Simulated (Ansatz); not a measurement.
# Cu: a fit and a missing row

Cu, Fm-3m, a = 3.563 Å. Ansatz: PBEsol, PAW, 420 eV, Γ-centred 20×20×20 mesh on 1 atom, Gaussian smearing 0.10 eV; no spin polarisation. Symmetry fixes shape and atoms, so the cell is only scaled; pressure is positive in compression.

```
V (Å³/atom) P (GPa)
      9.954    29.61
     10.294    20.12
     10.633    12.19
     10.972     5.57
     11.312     0.04
     11.651        ?
     11.990    -8.43
     12.443   -12.58
```

Q: Take V0 = 11.312 Å³/atom, count pressures from its P0 = 0.04 GPa, fit the third-order Birch–Murnaghan form to the other rows, and predict the missing pressure.

A: With the Eulerian strain f = ½[(V0/V)^(2/3) − 1] and y = (P − P0)/[3f(1 + 2f)^(5/2)], the form is the line y = B0 + 1.5 B0 (B0′ − 4) f. Rows (f, y): 0.04450, 179.0; 0.03244, 176.3; 0.02107, 173.4; 0.01028, 170.4; -0.01903, 163.5; -0.03078, 160.2. Means f = 0.009747, y = 170.47; Σ(Δf)² = 0.004322, ΣΔfΔy = 1.079; the slope is their ratio. y = 168.0 + 249.6 f GPa, so B0 = 168.0 GPa and B0′ = 4 + 2 × (249.6)/(3 × 168.0) = 4.99. At V = 11.651, f = -0.00975, y = 165.57 and P = -4.57 GPa. The run gave -4.58 GPa, so the fit is 0.01 GPa too high, within the rms miss on the fitted rows (0.02 GPa).